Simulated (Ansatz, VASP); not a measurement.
One calculation of Al, two programs

The input INCAR:

```
  PREC = Accurate
  ENCUT = 520
  EDIFF = 1E-7
  ISMEAR = -1
  SIGMA = 0.05
  LREAL = F
  LASPH = T
  NELM = 100
  ALGO = Normal
  ISIF = 2
  LWAVE = F
  LCHARG = F
  GGA = PE
  NBANDS = 8
```

File KPOINTS:

```
Automatic mesh
0
Gamma
  10 10 10
```

File POSCAR:

```
Al
1.0
    2.7751413956      0.0000000000      0.0000000000
    0.0000000000      2.7751413956      0.0000000000
    0.0000000000      0.0000000000      2.7751413956
Al
1
Direct
    0.0000000000      0.0000000000      0.0000000000
```

File input.yaml:

```yaml
crystal:
  lattice:
    - [2.7751413956, 0.0, 0.0]
    - [0.0, 2.7751413956, 0.0]
    - [0.0, 0.0, 2.7751413956]
  atoms:
    - { symbol: Al, position: [0.0, 0.0, 0.0] }
hamiltonian:
  xc: pbe
  pseudopotentials: { kind: paw }
kpoints:
  mp_grid: { grid: [10, 10, 10] }
scf:
  occupations: { method: fermi_dirac, width: 0.05 }
output:
  forces: true
  stress: true
  eigenvalues: true
  write_density: true
  write_potential: true
  elf: true
  volumetric_format: npy
```

Change from the starting cell: volume scaled by 1.06.

Alike in both runs: task single point; functional PBE; k mesh 10 × 10 × 10; occupations fermi-dirac, width 0.05 eV; no spin polarisation.

|  | VASP | Ansatz |
| --- | --- | --- |
| version | VASP 6.6.1 | Ansatz 0.2.0 |
| potentials or method | VASP PAW PBE potentials, release 64 (Al) | Ansatz PAW |
| plane-wave cutoff (eV) | 520 | 420 |
| valence electrons in the cell | 3 | 3 |

```csv
,VASP,Ansatz,Ansatz less VASP
gap on the k mesh at the Fermi level (eV),none,none,-
pressure (GPa),-2.7,-2.7,+0.02
```

A gap of «none» marks a metal or a gap that the smearing closes.
